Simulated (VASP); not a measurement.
# Se (P3_121) in VASP: band structure with PBE+D3(BJ)

Aim: the band structure of Se with PBE+D3(BJ).

All numbers are computed with VASP 6.6.1; they aren't measurements. Logs are shortened: lines on timing, memory, paths and dates and some standing lists are left out, and cuts for length are marked.

## 1. The crystal as given

The structure is trigonal, space group P3_121 (No. 152). The conventional cell has a = 4.065 Å, b = 4.065 Å, c = 5.134 Å, α = 90.00°, β = 90.00°, γ = 120.00°. Around Se (site symmetry 2) lie 2 Se at 2.44 Å.

## 2. Band structure, PBE+D3(BJ)

File INCAR:

```
PREC = Accurate
ENCUT = 520
EDIFF = 1E-7
ISMEAR = 0
SIGMA = 0.03
LREAL = F
LASPH = T
NELM = 80
ALGO = Normal
ISIF = 2
LWAVE = F
LCHARG = F
GGA = PE
IVDW = 12
NBANDS = 16
ICORELEVEL = 1
```

File KPOINTS:

```
regular mesh
0
Gamma
  9 9 6
```

File POSCAR:

```
Se                                      
1.0
    4.0646724091      0.0000000000      0.0000000000
   -2.0323362046      3.5201095660      0.0000000000
    0.0000000000      0.0000000000      5.1336898780
  Se            
     3
Direct
     0.2477491649870700    0.0000000000000000    0.3333333300000021
     0.0000000000000000    0.2477491649870700    0.6666666699999979
     0.7522508350129300    0.7522508350129300    0.0000000000000000
```

File KPOINTS_OPT:

```
explicit points
96
Reciprocal
 0.0000000000  0.0000000000  0.0000000000 1
 0.0555555556  0.0000000000  0.0000000000 1
 0.1111111111  0.0000000000  0.0000000000 1
 0.1666666667  0.0000000000  0.0000000000 1
 0.2222222222  0.0000000000  0.0000000000 1
 0.2777777778  0.0000000000  0.0000000000 1
 0.3333333333  0.0000000000  0.0000000000 1
 0.3888888889  0.0000000000  0.0000000000 1
 0.4444444444  0.0000000000  0.0000000000 1
 0.5000000000  0.0000000000  0.0000000000 1
 0.5000000000  0.0000000000  0.0000000000 1
 0.4814814815  0.0370370370  0.0000000000 1
 0.4629629630  0.0740740741  0.0000000000 1
 0.4444444444  0.1111111111  0.0000000000 1
 0.4259259259  0.1481481481  0.0000000000 1
 0.4074074074  0.1851851852  0.0000000000 1
 0.3888888889  0.2222222222  0.0000000000 1
 0.3703703703  0.2592592592  0.0000000000 1
 0.3518518518  0.2962962963  0.0000000000 1
 0.3333333333  0.3333333333  0.0000000000 1
 0.3333333333  0.3333333333  0.0000000000 1
 0.2962962963  0.2962962963  0.0000000000 1
 0.2592592592  0.2592592592  0.0000000000 1
 0.2222222222  0.2222222222  0.0000000000 1
 0.1851851852  0.1851851852  0.0000000000 1
 0.1481481481  0.1481481481  0.0000000000 1
 0.1111111111  0.1111111111  0.0000000000 1
 0.0740740741  0.0740740741  0.0000000000 1
 0.0370370370  0.0370370370  0.0000000000 1
 0.0000000000  0.0000000000  0.0000000000 1
 0.0000000000  0.0000000000  0.0000000000 1
 0.0000000000  0.0000000000  0.0555555556 1
 0.0000000000  0.0000000000  0.1111111111 1
 0.0000000000  0.0000000000  0.1666666667 1
 0.0000000000  0.0000000000  0.2222222222 1
 0.0000000000  0.0000000000  0.2777777778 1
 0.0000000000  0.0000000000  0.3333333333 1
 0.0000000000  0.0000000000  0.3888888889 1
 0.0000000000  0.0000000000  0.4444444444 1
 0.0000000000  0.0000000000  0.5000000000 1
 0.0000000000  0.0000000000  0.5000000000 1
 0.0555555556  0.0000000000  0.5000000000 1
 0.1111111111  0.0000000000  0.5000000000 1
 0.1666666667  0.0000000000  0.5000000000 1
 0.2222222222  0.0000000000  0.5000000000 1
 0.2777777778  0.0000000000  0.5000000000 1
 0.3333333333  0.0000000000  0.5000000000 1
 0.3888888889  0.0000000000  0.5000000000 1
 0.4444444444  0.0000000000  0.5000000000 1
 0.5000000000  0.0000000000  0.5000000000 1
 0.5000000000  0.0000000000  0.5000000000 1
 0.4814814815  0.0370370370  0.5000000000 1
 0.4629629630  0.0740740741  0.5000000000 1
 0.4444444444  0.1111111111  0.5000000000 1
 0.4259259259  0.1481481481  0.5000000000 1
 0.4074074074  0.1851851852  0.5000000000 1
 0.3888888889  0.2222222222  0.5000000000 1
 0.3703703703  0.2592592592  0.5000000000 1
 0.3518518518  0.2962962963  0.5000000000 1
 0.3333333333  0.3333333333  0.5000000000 1
 0.3333333333  0.3333333333  0.5000000000 1
 0.2962962963  0.2962962963  0.5000000000 1
 0.2592592592  0.2592592592  0.5000000000 1
 0.2222222222  0.2222222222  0.5000000000 1
 0.1851851852  0.1851851852  0.5000000000 1
 0.1481481481  0.1481481481  0.5000000000 1
 0.1111111111  0.1111111111  0.5000000000 1
 0.0740740741  0.0740740741  0.5000000000 1
 0.0370370370  0.0370370370  0.5000000000 1
 0.0000000000  0.0000000000  0.5000000000 1
 0.5000000000  0.0000000000  0.5000000000 1
 0.5000000000  0.0000000000  0.4444444444 1
 0.5000000000  0.0000000000  0.3888888889 1
 0.5000000000  0.0000000000  0.3333333333 1
 0.5000000000  0.0000000000  0.2777777778 1
 0.5000000000  0.0000000000  0.2222222222 1
 0.5000000000  0.0000000000  0.1666666667 1
 0.5000000000  0.0000000000  0.1111111111 1
 0.5000000000  0.0000000000  0.0555555556 1
 0.5000000000  0.0000000000  0.0000000000 1
 0.3333333333  0.3333333333  0.0000000000 1
 0.3333333333  0.3333333333  0.0555555556 1
 0.3333333333  0.3333333333  0.1111111111 1
 0.3333333333  0.3333333333  0.1666666667 1
 0.3333333333  0.3333333333  0.2222222222 1
 0.3333333333  0.3333333333  0.2777777778 1
 0.3333333333  0.3333333333  0.3333333333 1
 0.3333333333  0.3333333333  0.3888888889 1
 0.3333333333  0.3333333333  0.4444444444 1
 0.3333333333  0.3333333333  0.5000000000 1
 0.0000000000  0.0000000000  0.0000000000 1
 0.0000000000  0.0000000000  0.5000000000 1
 0.3333333333  0.3333333333  0.5000000000 1
 0.3333333333  0.3333333333  0.0000000000 1
 0.5000000000  0.0000000000  0.5000000000 1
 0.5000000000  0.0000000000  0.0000000000 1
```

Potentials or basis: VASP PAW PBE potentials, release 64 (Se).

Started as:

```sh
$ cat potpaw_PBE.64/Se/POTCAR > POTCAR
$ mpirun -np 1 vasp_std > vasp.out
```

OUTCAR:

```text
PREC = Accurate
   ENCUT = 520
   EDIFF = 1E-7
   ISMEAR = 0
   LREAL = F
   LASPH = T
   NELM = 80
   ISIF = 2
   GGA = PE
   IVDW = 12
 IVDW          = 12

 ion  position               nearest neighbor table
   1  0.248  0.000  0.333-   3 2.44   2 2.44
   2  0.000  0.248  0.667-   3 2.44   1 2.44
   3  0.752  0.752  0.000-   1 2.44   2 2.44

  LATTYP: Found a hexagonal cell.
 ALAT       =     4.0646724091
 C/A-ratio  =     1.2630021220

  Lattice vectors:

 A1 = (   4.0646724091,   0.0000000000,   0.0000000000)
 A2 = (  -2.0323362046,   3.5201095660,   0.0000000000)
 A3 = (   0.0000000000,   0.0000000000,   5.1336898780)

Analysis of symmetry for initial positions (statically):
=====================================================================
 Subroutine PRICEL returns:
 Original cell was already a primitive cell.

 Routine SETGRP: Setting up the symmetry group for a
 hexagonal supercell.

 Subroutine GETGRP returns: Found  6 space group operations
 (whereof  2 operations were pure point group operations)
 out of a pool of 24 trial point group operations.

The static configuration has the point symmetry C_2 .
 The point group associated with its full space group is D_3 .

Analysis of symmetry for dynamics (positions and initial velocities):
=====================================================================
 Subroutine PRICEL returns:
 Original cell was already a primitive cell.

 Routine SETGRP: Setting up the symmetry group for a
 hexagonal supercell.

 Subroutine GETGRP returns: Found  6 space group operations
 (whereof  2 operations were pure point group operations)
 out of a pool of 24 trial point group operations.

The dynamic configuration has the point symmetry C_2 .
 The point group associated with its full space group is D_3 .

 Subroutine INISYM returns: Found  6 space group operations
 (whereof  2 operations are pure point group operations),
 and found     1 'primitive' translations

----------------------------------------------------------------------------------------

                                     Primitive cell

  volume of cell :      73.4533

  direct lattice vectors                    reciprocal lattice vectors
     4.064672409  0.000000000  0.000000000     0.246022287  0.142041033  0.000000000
    -2.032336205  3.520109566  0.000000000     0.000000000  0.284082067  0.000000000
     0.000000000  0.000000000  5.133689878     0.000000000  0.000000000  0.194791665

  length of vectors
     4.064672409  4.064672411  5.133689878     0.284082067  0.284082067  0.194791665

  position of ions in fractional coordinates (direct lattice)
     0.247749165  0.000000000  0.333333330
     0.000000000  0.247749165  0.666666670
     0.752250835  0.752250835  0.000000000

  ion indices of the primitive-cell ions
   primitive index   ion index
                 1           1
                 2           2
                 3           3

----------------------------------------------------------------------------------------

 KPOINTS: regular mesh

Automatic generation of k-mesh.
 Grid dimensions read from file:
 generate k-points for:    9    9    6

 Generating k-lattice:

  Cartesian coordinates                     Fractional coordinates (reciprocal lattice)
     0.027335810  0.015782337  0.000000000     0.111111111 -0.000000000  0.000000000
     0.000000000  0.031564674  0.000000000     0.000000000  0.111111111  0.000000000
     0.000000000  0.000000000  0.032465278     0.000000000  0.000000000  0.166666667

  Length of vectors
     0.031564674  0.031564674  0.032465278

  Shift w.r.t. Gamma in fractional coordinates (k-lattice)
     0.000000000  0.000000000  0.000000000

 Subroutine IBZKPT returns following result:
 ===========================================

 Found     62 irreducible k-points:

 Following reciprocal coordinates:
            Coordinates               Weight
  0.000000  0.000000  0.000000      1.000000
  0.111111 -0.000000  0.000000      6.000000
  0.222222  0.000000  0.000000      6.000000
  0.333333  0.000000  0.000000      6.000000
  0.444444  0.000000  0.000000      6.000000
  0.111111  0.111111  0.000000      6.000000
[... 16 lines left out ...]
  0.222222  0.111111  0.166667     12.000000
 -0.111111  0.333333  0.166667     12.000000
 [... further k-points ...]
   k-points           NKPTS =     62   k-points in BZ     NKDIM =     62   number of bands    NBANDS=     16
   number of dos      NEDOS =    301   number of ions     NIONS =      3
   total plane-waves  NPLWV =  36000
   dimension x,y,z NGX =    30 NGY =   30 NGZ =   40
   dimension x,y,z NGXF=    60 NGYF=   60 NGZF=   80
   ions per type =               3
   NGX,Y,Z   is equivalent  to a cutoff of  12.27, 12.27, 12.95 a.u.
   NGXF,Y,Z  is equivalent  to a cutoff of  24.54, 24.54, 25.91 a.u.
 SYSTEM =  unknown system
   PREC   = accura    normal or accurate (medium, high low for compatibility)
   ISTART =      0    job   : 0-new  1-cont  2-samecut
   ICHARG =      2    charge: 1-file 2-atom 10-const
   ISPIN  =      1    spin polarized calculation?
   LNONCOLLINEAR =      F non collinear calculations
   LSORBIT =      F    spin-orbit coupling
   LASPH  =      T    aspherical Exc in radial PAW
   ENCUT  =  520.0 eV  38.22 Ry    6.18 a.u.   7.56  7.56  9.55*2*pi/ulx,y,z
   NELM   =     80;   NELMIN=  2; NELMDL= -5     # of ELM steps
   EDIFF  = 0.1E-06   stopping-criterion for ELM
   LREAL  =      F    real-space projection
   EDIFFG = 0.1E-05   stopping-criterion for IOM
   NSW    =      0    number of steps for IOM
   IBRION =     -1    ionic relax: 0-MD 1-quasi-New 2-CG
   NFREE  =      0    steps in history (QN), initial steepest desc. (CG)
   ISIF   =      2    stress and relaxation
   ISYM   =      2    0-nonsym 1-usesym 2-fastsym
   POTIM  = 0.5000    time-step for ionic-motion
   TEBEG  =    0.0;   TEEND  =   0.0 temperature during run
   PSTRESS=    0.0 pullay stress
   NELECT =      18.0000    total number of electrons
   NUPDOWN=      -1.0000    fix difference up-down
   EMIN   =  10.00;   EMAX   =-10.00  energy-range for DOS
   EFERMI =   0.00;   METHOD = LEGACY
   ISMEAR =     0;   SIGMA  =   0.03  broadening in eV -4-tet -1-fermi 0-gaus
   EFERMI_NEDOS =   21; number of points for ismear=-14 and -15
   IALGO  =     38    algorithm
   IMIX   =      4    mixing-type and parameters
     AMIX     =   0.40;   BMIX     =  1.00
     AMIX_MAG =   1.60;   BMIX_MAG =  1.00
  volume/ion in A,a.u.               =      24.48       165.23
  Fermi-wavevector in a.u.,A,eV,Ry     =   1.024460  1.935950 14.279577  1.049519
  Thomas-Fermi vector in A             =   2.158249
   LORBIT       =      0    0 simple, 1 ext, 2 COOP (PROOUT), +10 PAW based schemes
   GGA     = PE    functional components
   LHFCALC =     F    Hartree Fock is set to
   AEXX    =    0.0000 exact exchange contribution
   IVDW    =    12    specifies the selected vdW correction
   LEPSILON=     F    determine dielectric tensor
   LRPA    =     F    only Hartree local field effects (RPA)
 non-spin polarized calculation
 Gauss-broadening in eV      SIGMA  =   0.03
  energy-cutoff  :      520.00
  volume of cell :       73.45
 maximum number of plane-waves:      2000
 NGX is ok and might be reduce to    30
   NGX = 15   NGY = 15   NGZ = 19

 number of electron      17.9999998 magnetization

 Free energy of the ion-electron system (eV)
  ---------------------------------------------------
  ext. energy  EPLUGINS =         0.00000000
  ---------------------------------------------------
  free energy    TOTEN  =       -10.42279170 eV

  energy without entropy =      -10.42279170  energy(sigma->0) =      -10.42279170

 the core state eigenenergies are
   1-  1s -12494.7660  2s  -1598.2196  2p  -1404.5770  3s   -204.8460  3p   -144.3160
       3d    -44.4935
   2-  1s -12494.7660  2s  -1598.2196  2p  -1404.5770  3s   -204.8460  3p   -144.3160
       3d    -44.4935
   3-  1s -12494.7660  2s  -1598.2196  2p  -1404.5770  3s   -204.8460  3p   -144.3160
       3d    -44.4935

 E-fermi :   3.8760     XC(G=0):  -9.4363

 val. band max:        3.6791097355   @ k =   0.3333   0.3333   0.5000
 cond. band min:       4.1933308255   @ k =   0.3333   0.3333   0.5000
 fundamental gap:      0.5142210900
 Fermi energy:         3.8759734063

 k-point     1 :       0.0000    0.0000    0.0000
  band No.  band energies     occupation
      1     -12.2623      2.00000
      2      -8.2282      2.00000
      3      -8.2282      2.00000
      4       0.0582      2.00000
      5       0.2554      2.00000
      6       0.2554      2.00000
[... 8 lines left out ...]
     15      10.6109      0.00000
     16      12.1071      0.00000
[... 249 lines left out ...]
  band No.  band energies     occupation
      1     -12.0568      2.00000
      2      -9.3143      2.00000
      3      -7.1732      2.00000
      4      -0.4810      2.00000
      5      -0.3969      2.00000
      6       0.4574      2.00000
[... 8 lines left out ...]
     15      11.1950      0.00000
     16      11.6248      0.00000

------------------------ aborting loop because EDIFF is reached ----------------------------------------

 Edisp (eV)   -1.06919

 E8    (eV) :    -0.4418

  FORCE on cell =-STRESS in cart. coord.  units (eV):
  Direction    XX          YY          ZZ          XY          YZ          ZX
  --------------------------------------------------------------------------------------
  -------------------------------------------------------------------------------------
  Total       0.00600     0.00600     0.00192    -0.00000     0.00000     0.00000
  in kB       0.13078     0.13078     0.04180    -0.00000     0.00000     0.00000
  external pressure =        0.10 kB  Pullay stress =        0.00 kB

 VOLUME and BASIS-vectors are now :
 -----------------------------------------------------------------------------
  energy-cutoff  :      520.00
  volume of cell :       73.45
      direct lattice vectors                 reciprocal lattice vectors
     4.064672409  0.000000000  0.000000000     0.246022287  0.142041033  0.000000000
    -2.032336205  3.520109566  0.000000000     0.000000000  0.284082067  0.000000000
     0.000000000  0.000000000  5.133689878     0.000000000  0.000000000  0.194791665

 POSITION                                       TOTAL-FORCE (eV/Angst)
 -----------------------------------------------------------------------------------
      1.00702      0.00000      1.71123         0.003192     -0.000000      0.000000
     -0.50351      0.87210      3.42246        -0.001596      0.002764     -0.000000
      1.52883      2.64801      0.00000        -0.001596     -0.002764     -0.000000
 -----------------------------------------------------------------------------------
    total drift:                                0.000002     -0.000005      0.000000

  FREE ENERGIE OF THE ION-ELECTRON SYSTEM (eV)
  ---------------------------------------------------
  free  energy   TOTEN  =       -11.4919818304 eV

  energy  without entropy=      -11.4919818304  energy(sigma->0) =      -11.49198183
```

Run time: 50 s. Hardware: 1 thread of Intel Xeon 6975P-C (Granite Rapids), shared host; peak memory 0.25 GiB.

Results:

```
Free energy                : -11.4920 eV
Pressure                   : 0.0 GPa
Largest force              : 0.003 eV/Å
Band gap on the k mesh     : 0.51 eV, direct
Band gap along the path    : 0.45 eV, indirect (least direct gap 0.51 eV)
Dispersion energy per atom : -0.356 eV
```

Forces in eV/Å, atoms in the order of the input:
```
Se   0.003  0.000  0.000
Se  -0.002  0.003  0.000
Se  -0.002 -0.003  0.000
```

Levels at the corners of the path, in eV from the valence-band top:
```
point  band 7  band 8  band 9  band 10  band 11  band 12
    Γ   -1.92   -1.92   -0.58     1.41     1.41     2.01
    M   -3.59   -1.51   -1.02     1.42     1.67     4.19
    M   -3.59   -1.51   -1.02     1.42     1.67     4.19
    K   -3.26   -3.05   -2.47     3.18     3.18     3.68
    K   -3.26   -3.05   -2.47     3.18     3.18     3.68
    Γ   -1.92   -1.92   -0.58     1.41     1.41     2.01
    Γ   -1.92   -1.92   -0.58     1.41     1.41     2.01
    A   -1.43   -1.39   -1.39     0.88     0.91     0.91
    A   -1.43   -1.39   -1.39     0.88     0.91     0.91
    L   -2.45   -1.97   -0.13     1.26     2.45     2.91
    L   -2.45   -1.97   -0.13     1.26     2.45     2.91
    H   -1.20   -0.06   -0.06     0.45     2.17     2.17
    H   -1.20   -0.06   -0.06     0.45     2.17     2.17
    A   -1.43   -1.39   -1.39     0.88     0.91     0.91
    L   -2.45   -1.97   -0.13     1.26     2.45     2.91
    M   -3.59   -1.51   -1.02     1.42     1.67     4.19
    K   -3.26   -3.05   -2.47     3.18     3.18     3.68
    H   -1.20   -0.06   -0.06     0.45     2.17     2.17
```

Core levels (eV, on the scale of the bands):
```tsv
atom	levels
1 Se	1s -12494.8, 2s -1598.2, 2p -1404.6, 3s -204.8, 3p -144.3, 3d -44.5
2 Se	1s -12494.8, 2s -1598.2, 2p -1404.6, 3s -204.8, 3p -144.3, 3d -44.5
3 Se	1s -12494.8, 2s -1598.2, 2p -1404.6, 3s -204.8, 3p -144.3, 3d -44.5
```

Expect the measured gap to be larger: semilocal functionals such as PBE lack the derivative discontinuity.
